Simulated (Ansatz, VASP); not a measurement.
## SiC: VASP beside Ansatz

File POSCAR:

```
SiC
1.0
    0.0000000000      2.1740000000      2.1740000000
    2.1740000000      0.0000000000      2.1740000000
    2.1740000000      2.1740000000      0.0000000000
Si C
1 1
Direct
    0.0000000000      0.0000000000      0.0000000000
    0.7500000000      0.7500000000      0.7500000000
```

The input INCAR.step1:

```
SYSTEM = SiC
PREC = Accurate ; ENCUT = 520
ISMEAR = 0 ; SIGMA = 0.05
LREAL = .False. ; LASPH = .True.
NELM = 80 ; NBANDS = 11
GGA = PE ; ALGO = Normal
EDIFF = 1E-4 ; LWAVE = .True.
LCHARG = .False.
```

File INCAR.step2:

```
SYSTEM = SiC
PREC = Accurate ; ENCUT = 520
EDIFF = 1E-6 ; ISMEAR = 0
SIGMA = 0.05 ; LREAL = .False.
LASPH = .True. ; NELM = 80
ALGO = Normal ; ISIF = 2
LWAVE = .False. ; LCHARG = .False.
METAGGA = R2SCAN ; LMIXTAU = .True.
NBANDS = 11 ; ISTART = 1
```

The input KPOINTS:

```
regular mesh
0
Gamma
  12 12 12
  0 0 0
```

Input for Ansatz:

```yaml
crystal:
  lattice:
    - [0.0, 2.174, 2.174]
    - [2.174, 0.0, 2.174]
    - [2.174, 2.174, 0.0]
  atoms:
    - { symbol: Si, position: [0.0, 0.0, 0.0] }
    - { symbol: C, position: [0.75, 0.75, 0.75] }
basis:
  ecutwfc: 500
kpoints:
  mp_grid: { grid: [12, 12, 12] }
hamiltonian:
  xc: r2scan
scf:
  occupations: { method: gaussian, width: 0.05 }
output:
  forces: true
  stress: true
  eigenvalues: true
```

Alike in both runs: task single point; functional r2SCAN; k mesh 12 × 12 × 12; occupations gaussian, width 0.05 eV; no spin polarisation.

```csv
,VASP,Ansatz
version,VASP 6.6.1,Ansatz 0.2.0
potentials or method,"VASP PAW PBE potentials, release 64 (Si, C)","scalar-relativistic, plane waves, PAW"
plane-wave cutoff (eV),520,500
valence electrons in the cell,8,8
```

VASP gave:

- gap on the k mesh at the Fermi level (eV): 1.72
- least direct gap on the mesh (eV): 5.07
- pressure (GPa): 1.1

Task: What did Ansatz give for the same quantities?

Result: gap on the k mesh at the Fermi level (eV): 1.71; least direct gap on the mesh (eV): 5.05; pressure (GPa): 1.3.

The functional is the same, so the differences come from potentials, cutoffs and numerics.

Caveats: the PAW data sets were made with another functional, which shifts forces and pressure a little (VASP). A k mesh can miss the band edges. r2SCAN opens gaps a little over a GGA but as a rule still falls short of measured ones.
